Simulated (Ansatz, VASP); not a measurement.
**One calculation of HfO2, two programs**

```
CELL_PARAMETERS angstrom
5.11800 0.00000 0.00000
0.00000 5.18570 0.00000
-0.85866 0.00000 5.21387
ATOMIC_POSITIONS crystal
Hf 0.27550 0.03970 0.20800
Hf 0.72450 0.53970 0.29200
Hf 0.72450 0.96030 0.79200
Hf 0.27550 0.46030 0.70800
O 0.44870 0.75810 0.48010
O 0.55130 0.25810 0.01990
O 0.55130 0.24190 0.51990
O 0.44870 0.74190 0.98010
O 0.07420 0.33160 0.34670
O 0.92580 0.83160 0.15330
O 0.92580 0.66840 0.65330
O 0.07420 0.16840 0.84670
```

Alike in both runs: task single point; functional PBE; k mesh 4 × 4 × 4; occupations gaussian, width 0.1 eV; no spin polarisation.

|  | VASP | Ansatz |
| --- | --- | --- |
| version | VASP 6.6.1 | Ansatz 0.2.0 |
| potentials or method | VASP PAW PBE potentials, release 64 (Hf_pv, O) | scalar-relativistic, plane waves, PAW |
| plane-wave cutoff (eV) | 520 | 420 |
| valence electrons in the cell | 88 | 152 |

|  | VASP | Ansatz | Ansatz less VASP |
| --- | --- | --- | --- |
| gap on the k mesh at the Fermi level (eV) | 4.11 | 4.15 | +0.041 |
| least direct gap on the mesh (eV) | 4.20 | 4.25 | +0.045 |
| pressure (GPa) | 2.7 | 5.9 | +3.21 |
| largest component of the traceless stress (GPa) | 0.68 | 0.66 | -0.018 |
| rms of the force components (eV/Å) | 0.169 | 0.186 | +0.0176 |

Atom by atom the forces differ by 0.034 eV/Å (rms over components). One of these differences is far larger than is usual between the two programs; its cause wasn't traced. The functional is the same, so the differences come from potentials, cutoffs and numerics. The two sets of potentials don't hold the same shells in valence.

Caveats: spin-orbit coupling is left out, which moves the levels of the heavy elements. A k mesh can miss the band edges. As with any semilocal functional, this PBE gap is likely too small.
